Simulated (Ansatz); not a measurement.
# NiO: the cost of one run

Computed with Ansatz 0.2.0 (DFT PBE, scalar-relativistic, unless a step's input says otherwise).

### Step 1. Starting point

The structure is cubic, space group Fm-3m (No. 225). The conventional cell has a = 4.183 Å, b = 4.183 Å, c = 4.183 Å, α = 90.00°, β = 90.00°, γ = 90.00°. Ni (site symmetry m-3m) has 6 O at 2.09 Å as nearest neighbours. O (site symmetry m-3m) is surrounded by 6 Ni at 2.09 Å.

Coordinates:

```
CELL_PARAMETERS angstrom
0.00000 2.09131 2.09131
2.09131 0.00000 2.09131
2.09131 2.09131 0.00000
ATOMIC_POSITIONS crystal
Ni 0.00000 0.00000 0.00000
O 0.50000 0.50000 0.50000
```

Atoms are numbered in the order of the input: Ni1, O2.

### Step 2. After the deformation

Space group Fm-3m before, I4/mmm after.

### Step 3. LAPW, all electrons

Input file input.yaml:

```yaml
crystal:
  lattice:
    - [0.0, 2.09131, 2.1122231]
    - [2.09131, 0.0, 2.1122231]
    - [2.09131, 2.09131, 0.0]
  atoms:
    - { symbol: Ni, position: [0.0, 0.0, 0.0], spin: 1.5 }
    - { symbol: O, position: [0.5, 0.5, 0.5] }
magnetization:
  spin_polarized: true
kpoints:
  mp_grid: { grid: [17, 17, 17] }
  band_path:
    path:
      - [0.0, 0.0, 0.0]
      - [0.0, 0.5, 0.5]
      - [0.25, 0.75, 0.5]
      - [0.0, 0.5, 0.0]
      - [0.0, 0.0, 0.0]
      - [0.5, 0.5, 0.0]
      - [0.3725370062, 0.6274629938, 0.0]
      - [-0.3725370062, 0.3725370062, 0.0]
      - [0.0, 0.0, 0.0]
    npoints: 5
scf:
  occupations: { method: fermi_dirac, width: 0.03 }
hamiltonian:
  xc: pbe
  pseudopotentials: { kind: all_electron, lapw: { basis_error: 0.001 } }
output:
  forces: true
  stress: true
  eigenvalues: true
```

Command:

```
> ansatz run input.yaml --threads 1 --pin off --max-ram 3072MiB --backend cpu --events-out ev --progress --plain --runs-dir out
```

Q: Estimate wall time and peak memory on 1 thread of Intel Xeon Platinum 8488C (Sapphire Rapids), shared host.

About 1.9 min, with a peak of 1.3 GiB.
